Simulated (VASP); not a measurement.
# AlN (Cmc2_1) in VASP: further runs, part 3 of 3

VASP 6.6.1. Earlier steps stand in the parts before.

## 5. Relaxation of cell and atoms, PBEsol, target pressure 10 GPa, at which the enthalpy is minimised

This run uses another cell than the first one, of 9.08 Å³/atom, 1.063 times its volume.

Input file INCAR:

```
PREC = Accurate
ENCUT = 600
EDIFF = 1E-6
ISMEAR = 0
SIGMA = 0.01
LREAL = False
LASPH = True
NELM = 80
ALGO = Normal
ISIF = 8
LWAVE = False
LCHARG = False
GGA = PS
IBRION = 2
NSW = 70
EDIFFG = -0.01
PSTRESS = 100.0
```

Input file KPOINTS:

```
regular mesh
0
Gamma
  9 9 7
```

Input file POSCAR:

```
AlN
1.0
    1.7344912555     -2.5150123204      0.0000000000
    1.7344912555      2.5150123204      0.0000000000
    0.0000000000      0.0000000000      4.1627790131
Al N
2 2
Direct
    0.0000000000      0.0000000000      0.0000000000
    0.6050273224      0.3949726776      0.5000000000
    0.0000000000      0.0000000000      0.4920000000
    0.6050273224      0.3949726776      0.9920000000
```

Potentials or basis: VASP PAW PBE potentials, release 64 (Al, N).

Launch:

```bash
$ cat potpaw_PBE.64/Al/POTCAR potpaw_PBE.64/N/POTCAR > POTCAR
$ mpirun -np 1 vasp_std > vasp.out
```

OUTCAR:

```text
PREC = Accurate
   ENCUT = 600
   EDIFF = 1E-6
   ISMEAR = 0
   LREAL = False
   LASPH = True
   NELM = 80
   ISIF = 8
   GGA = PS
   IBRION = 2
   NSW = 70
   EDIFFG = -0.01
   PSTRESS = 100.0

 ion  position               nearest neighbor table
   1  0.000  0.000  0.000-   4 1.81   4 1.81   4 1.99   3 2.05   3 2.11   2 2.76   2 2.76   2 2.76
                             2 2.76   2 2.88   2 2.88
   2  0.605  0.395  0.500-   3 1.81   3 1.81   3 1.99   4 2.05   4 2.11   1 2.76   1 2.76   1 2.76
                             1 2.76   1 2.88   1 2.88
   3  0.000  0.000  0.492-   2 1.81   2 1.81   2 1.99   1 2.05   1 2.11
   4  0.605  0.395  0.992-   1 1.81   1 1.81   1 1.99   2 2.05   2 2.11

  LATTYP: Found a base centered orthorhombic cell.
 ALAT       =     3.4689825110
 B/A-ratio  =     1.4500000000
 C/A-ratio  =     1.2000000000

  Lattice vectors:

 A1 = (   1.7344912555,  -2.5150123204,   0.0000000000)
 A2 = (   1.7344912555,   2.5150123204,   0.0000000000)
 A3 = (   0.0000000000,   0.0000000000,   4.1627790131)

Analysis of symmetry for initial positions (statically):
=====================================================================
 Subroutine PRICEL returns:
 Original cell was already a primitive cell.

 Routine SETGRP: Setting up the symmetry group for a
 base centered orthorhombic supercell.

 Subroutine GETGRP returns: Found  4 space group operations
[... 374 lines left out ...]

 number of electron      16.0000002 magnetization

 Free energy of the ion-electron system (eV)
  ---------------------------------------------------
  ext. energy  EPLUGINS =         0.00000000
  ---------------------------------------------------
  free energy    TOTEN  =       -30.62792858 eV

  energy without entropy =      -30.62792858  energy(sigma->0) =      -30.62792858

 E-fermi :   8.8346     XC(G=0): -11.7354

 val. band max:        8.7652203597   @ k =   0.0000   0.0000   0.0000
 cond. band min:      11.9403537056   @ k =  -0.4444   0.4444   0.0000
 fundamental gap:      3.1751333459
 Fermi energy:         8.8345907923

 k-point     1 :       0.0000    0.0000    0.0000
  band No.  band energies     occupation
      1      -8.5298      2.00000
      2      -4.7170      2.00000
      3       1.3485      2.00000
      4       4.7697      2.00000
      5       6.2582      2.00000
      6       6.8401      2.00000
      7       7.5272      2.00000
      8       8.7652      2.00000
      9      12.3888      0.00000
     10      13.2035      0.00000
     11      15.7743      0.00000
     12      19.9257      0.00000
[... 331 lines left out ...]
 k-point    24 :       0.4444    0.4444    0.0000
  band No.  band energies     occupation
      1      -5.9867      2.00000
      2      -4.9535      2.00000
      3       1.7167      2.00000
      4       3.0017      2.00000
      5       4.1919      2.00000
      6       4.6950      2.00000
      7       5.9901      2.00000
      8       6.1202      2.00000
      9      12.2531      0.00000
     10      13.9525      0.00000
     11      15.1156      0.00000
     12      17.0500      0.00000

 [... further k-points ...]

------------------------ aborting loop because EDIFF is reached ----------------------------------------

  FORCE on cell =-STRESS in cart. coord.  units (eV):
  Direction    XX          YY          ZZ          XY          YZ          ZX
  --------------------------------------------------------------------------------------
  -------------------------------------------------------------------------------------
  Total        2.0550489      4.8562065      0.0037646      0.0000000      0.0000000      0.0000000
  in kB       89.1772400    210.7312833      0.1633632      0.0000000      0.0000000      0.0000000
  external PRESSURE =       0.0239622 kB  Pullay stress =     100.0000000 kB
[... 23 lines left out ...]
  energy  without entropy=      -30.6279285844  energy(sigma->0) =      -30.62792858

  enthalpy is  TOTEN    =       -28.3234740835 eV   P V=        2.3044545009

 reached required accuracy - stopping structural energy minimisation
```

CONTCAR:

```text
AlN
   1.00000000000000
     1.7440402095759902   -2.5288583038097725    0.0000000000000000
     1.7440402095759902    2.5288583038097725    0.0000000000000000
     0.0000000000000000    0.0000000000000000    4.1856965028818252
  Al              N
     2     2
Direct
     0.9823019387934184    0.0176980612065816    0.9963006034815495
     0.6227253836065796    0.3772746163934204    0.4963006034815494
     0.9913216978239375    0.0086783021760623    0.4956993965184479
     0.6137056245760605    0.3862943754239396    0.9956993965184479

  0.00000000E+00  0.00000000E+00  0.00000000E+00
  0.00000000E+00  0.00000000E+00  0.00000000E+00
  0.00000000E+00  0.00000000E+00  0.00000000E+00
  0.00000000E+00  0.00000000E+00  0.00000000E+00
```

It took 1.9 min on 1 thread of Intel Xeon Platinum 8559C (Emerald Rapids), shared host; peak memory 0.18 GiB.

Results:

* Free energy: -30.6279 eV
* Relaxed volume: 9.23 Å³/atom
* Relaxed cell: a = 3.072 Å, b = 3.072 Å, c = 4.186 Å, α = 90.00°, β = 90.00°, γ = 110.82°
* Space group after relaxing (to 0.05 Å): Cmcm (No. 63)
* Energy change on relaxing (the enthalpy is what falls): -64.4 meV/atom
* Ionic steps: 18
* Pressure after relaxing: 10.0 GPa
* Largest force after relaxing: 0.009 eV/Å
* Band gap on the k mesh: 3.18 eV, indirect (least direct gap 3.62 eV)

Forces in eV/Å, atoms in the order of the input:
```
Al   0.000  0.009 -0.002
Al   0.000 -0.009 -0.002
N    0.000 -0.003  0.002
N    0.000  0.003  0.002
```

Stress tensor (GPa, compression positive):
```
 8.92  0.00  0.00
 0.00 21.07  0.00
 0.00  0.00  0.02
```

Step by step:
```
step  energy change (eV)  largest force (eV/Å)  pressure (GPa)  volume (Å³)
   1              0.0000                1.5224           13.21        36.32
   2             -0.2727                0.1547            7.58        37.28
   3             -0.2724                0.1662            7.60        37.28
   4             -0.2289                0.2344           12.83        36.57
   5             -0.2525                0.1613           10.33        36.90
   6             -0.2535                0.0650           10.35        36.88
   7             -0.2530                0.0787           10.37        36.86
   8             -0.2607                0.0195            9.65        36.98
   9             -0.2593                0.0256            9.81        36.95
  10             -0.2560                0.0270           10.20        36.90
  11             -0.2571                0.0188           10.08        36.92
  12             -0.2574                0.0171           10.05        36.92
  13             -0.2581                0.0189            9.97        36.93
  14             -0.2594                0.0397            9.83        36.95
  15             -0.2588                0.0287            9.90        36.94
  16             -0.2578                0.0132            9.99        36.93
  17             -0.2573                0.0111           10.03        36.92
  18             -0.2576                0.0093           10.00        36.92
```

Final structure:
```
Al N
1.0
     1.74404   -2.52886    0.00000
     1.74404    2.52886    0.00000
     0.00000    0.00000    4.18570
Al N
2 2
Direct
  0.98230 0.01770 0.99630
  0.62273 0.37727 0.49630
  0.99132 0.00868 0.49570
  0.61371 0.38629 0.99570
```

Levels at points of the mesh, in eV from the valence-band top:
```csv
k point,band 6,band 7,band 8,band 9,band 10,band 11
"(0.00, 0.00, 0.00)",-1.93,-1.24,0.00,3.62,4.44,7.01
```

Caveat: the cell is relaxed towards a set pressure, so the enthalpy falls and the energy may rise; the PAW data sets were made with another functional, which shifts forces and pressure a little; an odd mesh through Γ misses points on the zone boundary, where band edges often lie.
